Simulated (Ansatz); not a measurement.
# The In2Se2 bilayer (AB) between two gates, part 3 of 4

Wanted: Fermi level and gate voltage of the In2Se2 bilayer (AB) as it is charged.

Ansatz 0.2.0; plane-wave DFT, PBE-D3(BJ), Ansatz PAW.

So far. Step 7 (Gated layer, added electrons -3×10¹³ per cm²): Against the uncharged case this takes -1.50 V.

### Step 8. Gated layer, added electrons 10×10¹³ per cm²

File input.yaml:

```yaml
crystal:
  lattice:
    - [4.0311414389, 0.0, 0.0]
    - [-2.0155707195, 3.4910708923, 0.0]
    - [0.0, 0.0, 57.1085820111]
  atoms:
    - { symbol: Se, position: [0.3333333333, 0.6666666667, 0.3799779164] }
    - { symbol: In, position: [0.0, 0.0, 0.402607747] }
    - { symbol: In, position: [0.0, 0.0, 0.4515459967] }
    - { symbol: Se, position: [0.3333333333, 0.6666666667, 0.4740827079] }
    - { symbol: Se, position: [0.6666666667, 0.3333333333, 0.5258896921] }
    - { symbol: In, position: [0.3333333333, 0.6666666667, 0.5484547134] }
    - { symbol: In, position: [0.3333333333, 0.6666666667, 0.5973935408] }
    - { symbol: Se, position: [0.6666666667, 0.3333333333, 0.6200220836] }
  periodic: [true, true, false]
  symmetry: { detect: true }
total_charge: -0.14073
kpoints:
  mp_grid: { grid: [30, 30, 1] }
  band_path:
    path: [[0, 0, 0], [0.5, 0, 0], [0.33333333, 0.33333333, 0], [0, 0, 0]]
    npoints: 16
hamiltonian:
  xc: pbe
  dispersion: d3bj
scf:
  occupations: { method: fermi_dirac, width: 0.05 }
  convergence: { dr2_threshold: 1.0e-10 }
output:
  forces: true
  eigenvalues: true
  dos: { projected: true, e_range: [-3, 3], de: 0.01 }
  write_potential: true
  write_density: true
  volumetric_format: npy
  elf: true
external_charges:
  - { charge: 0, barrier: 10, axis: 3, height: 38.409, sigma: 0.25 }
  - { charge: 0.070365, axis: 3, height: 39.909, sigma: 0.42 }
  - { charge: 0, barrier: 10, axis: 3, height: 18.7, sigma: 0.25 }
  - { charge: 0.070365, axis: 3, height: 17.2, sigma: 0.42 }
```

Run with:

```console
> ansatz run input.yaml --threads 4 --pin off --max-ram 12288MiB --backend cpu --events-out ev --progress --plain --runs-dir out
```

Numbers of over 12 decimals in the logs are rounded to 6 here.

Log:

```text
[...]
Crystal: 8 atoms, lattice volume = 803.689 Å³
Basis set: ecut = 420 eV, 15815 PW (Γ), exchange–correlation on 54×54×768 points (8 copies of the dense FFT grid, shifted against one another)
Bands: 70, of which v1, the nominal top of the filled ones, is band 58 counted from 1 (57 counted from 0)
Symmetry: 6 space group operations
[...]
k-points: 91 of 900 (time reversal used)
[...]
--- Band table (eV; the first three rows and the last of 91) ---
  k-point 0: bands = [... 54 lower, -3.2447, -3.0737, -3.0737, -2.5525, -1.4196, -0.6993, 0.0391, 0.1659, ... 8 higher]
  k-point 1: bands = [... 54 lower, -3.2581, -3.0845, -3.0687, -2.5267, -1.3303, -0.6529, 0.1099, 0.2240, ... 8 higher]
  k-point 2: bands = [... 54 lower, -3.2971, -3.1167, -3.0431, -2.4812, -1.1119, -0.5325, 0.3001, 0.3836, ... 8 higher]
  k-point 90: bands = [... 54 lower, -4.2327, -4.0611, -3.8549, -3.6859, -0.2850, -0.2020, 0.2975, 0.3333, ... 8 higher]
[key lines of the parts left out:]
SCF converged after 15 iterations
Free energy (F): -44274.230689 eV
Fermi energy:    -0.720909 eV
```

Wall time 5.6 min (4 threads of Arm Neoverse V1, shared host); peak memory 3.8 GiB.

The electron's electrostatic potential energy less the Fermi level oscillates, so the rows of the table below give means over windows of 2 Å about each position, cut where the curve ends. Its maxima inside the range that stand out by 2 % of the span (Å: eV): 24.4: -2.92, 28.6: 0.314, 32.7: -2.92. Its minima: 22.5: -6.11, 26.3: -6.03, 30.8: -6.03, 34.7: -6.12.

Running mean over a fixed 2.5 Å (it still follows the layers) of the planar mean; beyond a gate it holds the 10 eV model barrier. The electron's electrostatic potential energy less the Fermi level by z; means over each step:

z (Å), electron's electrostatic potential energy less the Fermi level (eV) and a bar from the least value:
```
        6       10.7 ##############################
        8       10.7 ##############################
       10       10.7 ##############################
       12       10.7 ##############################
       14       10.7 ##############################
       16       10.8 ##############################
       18        9.1 ###########################
       20        2.5 ##############
       22       -4.5 #
       24       -3.7 ###
       26       -5.1 
       28       -0.9 ########
       30       -3.5 ###
       32       -4.1 ##
       34       -4.9 
       36       -1.6 #######
       38        5.6 ####################
       40       10.5 ##############################
       42       10.7 ##############################
       44       10.7 ##############################
       46       10.7 ##############################
       48       10.7 ##############################
       50       10.7 ##############################
       52       10.7 ##############################
```

Against the uncharged case this takes +4.21 V.

### Step 9. Gated layer, added electrons -10×10¹³ per cm²

input.yaml: that of step 8 with these lines changed.

```diff
@@ -16,3 +16,3 @@
   symmetry: { detect: true }
-total_charge: -0.14073
+total_charge: 0.14073
 kpoints:
@@ -38,4 +38,4 @@
   - { charge: 0, barrier: 10, axis: 3, height: 38.409, sigma: 0.25 }
-  - { charge: 0.070365, axis: 3, height: 39.909, sigma: 0.42 }
+  - { charge: -0.070365, axis: 3, height: 39.909, sigma: 0.42 }
   - { charge: 0, barrier: 10, axis: 3, height: 18.7, sigma: 0.25 }
-  - { charge: 0.070365, axis: 3, height: 17.2, sigma: 0.42 }
+  - { charge: -0.070365, axis: 3, height: 17.2, sigma: 0.42 }
```

Log:

```text
[...]
Crystal: 8 atoms, lattice volume = 803.689 Å³
Basis set: ecut = 420 eV, 15815 PW (Γ), exchange–correlation on 54×54×768 points (8 copies of the dense FFT grid, shifted against one another)
Bands: 70, of which v1, the nominal top of the filled ones, is band 58 counted from 1 (57 counted from 0)
Symmetry: 6 space group operations
[...]
k-points: 91 of 900 (time reversal used)
[...]
--- Band table (eV; the first three rows and the last of 91) ---
  k-point 0: bands = [... 54 lower, -9.4567, -9.4458, -9.4458, -8.7543, -7.6497, -6.9642, -6.2582, -6.2357, ... 8 higher]
  k-point 1: bands = [... 54 lower, -9.4699, -9.4587, -9.4278, -8.7436, -7.5707, -6.9206, -6.1885, -6.1724, ... 8 higher]
  k-point 2: bands = [... 54 lower, -9.5083, -9.4962, -9.3495, -8.7269, -7.3716, -6.8076, -6.0048, -5.9967, ... 8 higher]
  k-point 90: bands = [... 54 lower, -10.4282, -10.3475, -10.2024, -10.0488, -6.6236, -6.5319, -6.0183, -5.9722, ... 8 higher]
[key lines of the parts left out:]
SCF converged after 14 iterations
Free energy (F): -44272.883116 eV
Fermi energy:    -8.760529 eV
```

Wall time 5.6 min (4 threads); peak memory 3.8 GiB.

Against the uncharged case this takes -3.83 V.

### Step 10. The series together

This step: plane-wave DFT, PBE-D3(BJ), Ansatz PAW; charging by gates (Ansatz 0.2.0).

The potential behind each gate is read from every run and counted from the uncharged case.

Voltage on the gate against the layer's Fermi level, from the uncharged case, mean of the two gates. The gate voltage by added electrons:

```csv
added electrons (10¹³ per cm²),gate voltage (V)
-10.00,-3.83
-3.00,-1.50
-1.00,-0.807
0.00,0
1.00,0.880
3.00,1.73
10.00,4.21
```

Charge step over voltage step between neighbouring densities. The total capacitance by added electrons:

```csv
added electrons (10¹³ per cm²),total capacitance (µF/cm²)
-6.50,4.81
-2.00,4.61
-0.50,1.99
0.50,1.82
2.00,3.77
6.50,4.53
```

By hand: 10¹³ electrons per cm² are 0.001 e/Å², which by Gauss's law end a field of 0.181 V/Å. At 10×10¹³ holes per cm², shared by two gates, the field towards a gate is 0.905 V/Å, which over the 4.5 Å from the outer atoms would drop 4.07 V; the run needs 3.83 V.

### Step 11. Relaxing the charged layer, added electrons -10×10¹³ per cm²

This step: plane-wave DFT, PBE-D3(BJ), Ansatz PAW (Ansatz 0.2.0).

The charge changes the bonds and the gates pull on the outer atoms, so the atoms are relaxed, with one height held.

input.yaml, the sections that differ from step 9:

```yaml
kpoints:
  mp_grid: { grid: [18, 18, 1] }
scf:
  occupations: { method: fermi_dirac, width: 0.05 }
  convergence: { dr2_threshold: 1.0e-09 }
relax:
  f_tol: 0.003
  max_steps: 50
  constraints: [{ site: 4, fix: z }]
output:
  write_potential: true
  write_density: true
  volumetric_format: npy
# crystal, total_charge, hamiltonian, external_charges: as in step 9
```

Log:

```text
[...]
Crystal: 8 atoms, lattice volume = 803.689 Å³
Basis set: ecut = 420 eV, 15815 PW (Γ), exchange–correlation on 54×54×768 points (8 copies of the dense FFT grid, shifted against one another)
Bands: 70, of which v1, the nominal top of the filled ones, is band 58 counted from 1 (57 counted from 0)
Symmetry: 6 space group operations
[...]
k-points: 37 of 324 (time reversal used)
[...]
SCF iter   1: F=—  HF=-44273.771302 eV  |F-HF|=—  |Δ(HF+E_count)|=         —  Δρ=1.59e-2  dr2=3.90e0  ethr=3.10e-3  ⟨swp⟩=14.2  Hψ=16469  notcnv=0  defer=24
[...]
SCF iter  13: F=-44272.883117 eV  HF=-44272.883117 eV  |F-HF|=3.46e-9  |Δ(HF+E_count)|=   2.00e-9  Δρ=1.24e-7  dr2=5.41e-10  ethr=1.00e-12  ⟨swp⟩=12.2  Hψ=19628  notcnv=0
SCF 1 converged in 13 iterations: F = -44272.883117 eV  dr2 = 5.41e-10
[...]
relax step   1: F+E_penalty+E_count = -44272.88311746 eV  Δ(F+E_penalty+E_count) = +0.000e0 eV  max|allowed force component| = 1.574e-1 eV/Å  Δτ_max = 0.0000 Å  (13 SCF iters, accepted)
[...]
SCF iter  11: F=-44272.878608 eV  HF=-44272.878608 eV  |F-HF|=3.07e-9  |Δ(HF+E_count)|=   3.83e-9  Δρ=9.10e-8  dr2=1.49e-10  ethr=1.00e-12  ⟨swp⟩=12.5  Hψ=20913  notcnv=0
SCF 2 converged in 11 iterations: F = -44272.878608 eV  dr2 = 1.49e-10
[...]
relax step   2: F+E_penalty+E_count = -44272.87860804 eV  Δ(F+E_penalty+E_count) = +4.509e-3 eV  max|allowed force component| = 2.804e-1 eV/Å  Δτ_max = 0.0863 Å  (11 SCF iters, rejected (line search))
SCF iter   1: F=—  HF=-44272.888588 eV  |F-HF|=—  |Δ(HF+E_count)|=         —  Δρ=7.70e-4  dr2=1.53e-2  ethr=1.20e-4  ⟨swp⟩=4.6  Hψ=5073  notcnv=0  defer=270
[...]
SCF iter  10: F=-44272.886770 eV  HF=-44272.886770 eV  |F-HF|=2.67e-9  |Δ(HF+E_count)|=   3.00e-9  Δρ=1.84e-7  dr2=7.05e-10  ethr=1.00e-12  ⟨swp⟩=10.9  Hψ=23328  notcnv=0
SCF 3 converged in 10 iterations: F = -44272.886770 eV  dr2 = 7.05e-10
relax step   3: F+E_penalty+E_count = -44272.88677003 eV  Δ(F+E_penalty+E_count) = -3.653e-3 eV  max|allowed force component| = 1.134e-2 eV/Å  Δτ_max = 0.0412 Å  (10 SCF iters, accepted)
[...]
relax step   4: F+E_penalty+E_count = -44272.88685520 eV  Δ(F+E_penalty+E_count) = -8.517e-5 eV  max|allowed force component| = 6.792e-3 eV/Å  Δτ_max = 0.0249 Å  (10 SCF iters, accepted)
SCF iter   1: F=—  HF=-44272.886680 eV  |F-HF|=—  |Δ(HF+E_count)|=         —  Δρ=7.46e-5  dr2=4.33e-5  ethr=3.24e-7  ⟨swp⟩=4.6  Hψ=5690  notcnv=0  defer=270
[...]
SCF iter   8: F=-44272.886872 eV  HF=-44272.886872 eV  |F-HF|=2.67e-9  |Δ(HF+E_count)|=   3.21e-9  Δρ=9.34e-8  dr2=2.64e-10  ethr=1.00e-12  ⟨swp⟩=12.1  Hψ=20084  notcnv=0
SCF 5 converged in 8 iterations: F = -44272.886872 eV  dr2 = 2.64e-10
relax step   5: F+E_penalty+E_count = -44272.88687193 eV  Δ(F+E_penalty+E_count) = -1.673e-5 eV  max|allowed force component| = 2.490e-3 eV/Å  Δτ_max = 0.0048 Å  (8 SCF iters, accepted)
[...]
the band table was solved once a step of the walk had ended and its energy, with any forces and stress, was formed, with the checks that follow a solve (18237 applications of the Hamiltonian). They found nothing against the state; the energy, forces and stress were not computed again (output.eigenvalues in the input reference)
[...]
SCF converged after 8 iterations
Free energy (F): -44272.886872 eV
[...]
Internal energy: -44272.876818 eV  (E = F + TS)
E sigma→0 (E₀):  -44272.881845 eV
Entropy (-TS):   -0.010054 eV (-1.257 meV/atom)
Fermi energy:    -8.738789 eV
[...]
--- Forces (eV/Å), atoms and charges each counted from 1 ---
  atom   1  Se     0.00000000    -0.00000000    -0.00197289
  atom   2  In    -0.00000000     0.00000000     0.00144305
  atom   3  In    -0.00000000     0.00000000    -0.00230623
  atom   4  Se     0.00000000    -0.00000000     0.00214499
  atom   5  Se     0.00000000    -0.00000000     0.00009556
  atom   6  In    -0.00000000     0.00000000    -0.00248958
  atom   7  In     0.00000000     0.00000000    -0.00083374
  atom   8  Se    -0.00000000    -0.00000000     0.00087433
  external charge   1     0.00000000     0.00000000     0.02181932
  external charge   2     0.00000000     0.00000000    -0.03183346
  external charge   3     0.00000000     0.00000000    -0.01877694
  external charge   4     0.00000000     0.00000000     0.03183323
  max |Σ_I F_I| component, the external charges' with the atoms': 2.35e-6 eV/Å
--- Band table (eV; the first three rows and the last of 37) ---
  k-point 0: bands = [... 54 lower, -9.5246, -9.5023, -9.5023, -8.7397, -7.6622, -6.9696, -6.2822, -6.2329, ... 8 higher]
  k-point 1: bands = [... 54 lower, -9.5611, -9.5353, -9.3593, -8.7134, -7.4564, -6.8542, -6.0973, -6.0711, ... 8 higher]
  k-point 2: bands = [... 54 lower, -9.6630, -9.6263, -9.2725, -8.7065, -7.0395, -6.6165, -5.7090, -5.6958, ... 8 higher]
  k-point 36: bands = [... 54 lower, -10.4557, -10.3648, -10.1942, -10.0300, -6.6148, -6.5121, -6.0028, -5.9516, ... 8 higher]
--- Relaxed structure (5 steps of the walk, 4 accepted, 0 SCFs on fresh bases) ---
  F+E_penalty+E_count = -44272.88687193 eV   max|allowed force component| = 2.490e-3 eV/Å
  cell:  # Å, volume = 803.6891 Å³
    - [4.031141, 2.8867629405455063e-11, 0.0]
    - [-2.015571, 3.491071, 0.0]
    - [0.0, 0.0, 57.1085820111]
  atoms:
    - { symbol: Se, position: [0.333333, 0.666667, 0.381048] }
[...]
- { symbol: Se, position: [0.333333, 0.666667, 0.474874] }
    - { symbol: Se, position: [0.666667, 0.333333, 0.5258896921] }
    - { symbol: In, position: [0.333333, 0.666667, 0.548514] }
    - { symbol: In, position: [0.333333, 0.666667, 0.597514] }
    - { symbol: Se, position: [0.666667, 0.333333, 0.619753] }
```

Run time: 5.7 min. Hardware: 4 threads; peak memory 2.2 GiB.

The steps of the relaxation:

```csv
step,energy less that of the first step (eV),largest force component (eV/Å)
1,0.0000,0.1574
2,0.0045,0.2804
3,-0.0037,0.0113
4,-0.0037,0.0068
5,-0.0038,0.0025
```

Relaxation step 2 was tried and not accepted.

The run keeps the 6 symmetry operations that it works with, so distortions that break them were not tested.

The atoms that moved most (Å):

```csv
atom,dx,dy,dz,length
Se1,0.000,0.000,0.061,0.061
Se4,0.000,0.000,0.045,0.045
In3,0.000,0.000,0.043,0.043
In2,0.000,0.000,0.039,0.039
Se8,0.000,0.000,-0.015,0.015
In7,0.000,0.000,0.007,0.007
```

The relaxed structure:

```xyz
8
Lattice="4.0311 0.0000 0.0000 -2.0156 3.4911 0.0000 0.0000 0.0000 57.1086" Properties=species:S:1:pos:R:3
Se    0.0000    2.3274   21.7611
In    0.0000    0.0000   23.0314
In    0.0000    0.0000   25.8301
Se    0.0000    2.3274   27.1194
Se    2.0156    1.1637   30.0328
In    0.0000    2.3274   31.3248
In    0.0000    2.3274   34.1232
Se    2.0156    1.1637   35.3932
```

Numbers from this step:

| Quantity | Value |
| --- | --- |
| energy at zero smearing | -44272.8818 eV |
| potential beyond the upper barrier and gate, less the barrier, from the Fermi level | 8.711 eV |

The relaxation took 5 steps and lowered the energy by 0.0038 eV; the largest force on the free atoms ends at 0.0025 eV/Å.

(Part 3 of 4 ends here.)

[Logs are printed without paths, hosts, clocks, repeated set-up lines and the standing remarks that a program may print on its own settings, such as how far it seeks lower states.]

[Hosts, paths, dates, database ids (printed as entryN), source tags and the programs' standing remarks are cut or masked in the printed files.]

[Maps of the electrostatic potential energy from Ansatz leave out the sawtooth potential of an applied field or a dipole correction, so their vacuum need not be flat; planar profiles and work functions include it.]
